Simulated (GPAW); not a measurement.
ZnSe (Stilleite): relaxation of cell and atoms with revPBE+D4

Crystal: ZnSe (Stilleite).

```
CELL_PARAMETERS angstrom
0.00000 2.83380 2.83380
2.83380 0.00000 2.83380
2.83380 2.83380 0.00000
ATOMIC_POSITIONS crystal
Se 0.75000 0.75000 0.75000
Zn 0.00000 0.00000 0.00000
```

```
Program             : GPAW 26.7.0
Task                : relaxation of cell and atoms
Functional          : revPBE
Dispersion          : D4
Potentials or basis : the program's PAW data sets (release 1.2.1) made for this functional
Cutoff              : 600 eV
Basis               : pw
k mesh              : 8 × 8 × 8
Occupations         : fermi-dirac, width 0.05 eV
Spin                : no spin polarisation
Maxiter             : 150
Optimizer           : FIRE
Fmax                : 0.01 eV/Å
Max steps           : 40
Convergence         : density=1e-05 forces=0.0001
```

| Property | Result |
| --- | --- |
| Relaxed volume | 22.49 Å³/atom |
| Relaxed cell | a = 3.992 Å, b = 3.992 Å, c = 3.992 Å, α = 60.00°, β = 60.00°, γ = 60.00° |
| Space group after relaxing (to 0.05 Å) | F-43m (No. 216) |
| Energy gained by relaxing | 0.5 meV/atom |
| Ionic steps | 5 |
| Pressure after relaxing | 0.1 GPa |
| Band gap on the k mesh | 1.47 eV, direct |
| Dispersion energy per atom | -0.558 eV |

Step by step:
| step | energy change (eV) | largest force (eV/Å) | pressure (GPa) | volume (Å³) |
| --- | --- | --- | --- | --- |
| 1 | 0.0000 | 0.0000 | -0.67 | 45.51 |
| 2 | -0.0002 | 0.0000 | -0.59 | 45.45 |
| 3 | -0.0006 | 0.0000 | -0.42 | 45.33 |
| 4 | -0.0009 | 0.0000 | -0.20 | 45.16 |
| 5 | -0.0010 | 0.0000 | 0.06 | 44.98 |

Final structure:
```
Se Zn
1.0
     0.00000    2.82276    2.82276
     2.82276    0.00000    2.82276
     2.82276    2.82276    0.00000
Se Zn
1 1
Direct
  0.75000 0.75000 0.75000
  0.00000 0.00000 0.00000
```

Levels at points of the mesh, in eV from the valence-band top:
```csv
k point,band 7,band 8,band 9,band 10,band 11,band 12
"(0.00, 0.00, 0.00)",0.00,0.00,0.00,1.47,5.85,5.85
"(0.50, 0.00, 0.00)",-5.26,-0.88,-0.88,2.66,6.43,6.43
"(0.50, 0.50, 0.00)",-4.76,-2.21,-2.21,3.06,3.54,10.95
"(0.50, 0.50, 0.50)",-5.26,-0.88,-0.88,2.66,6.43,6.43
```

Wall time 120 s on 1 thread of Arm Neoverse V2 (shared host), peak memory 0.3 GiB.

Caveat: later steps reuse the first step's grids.
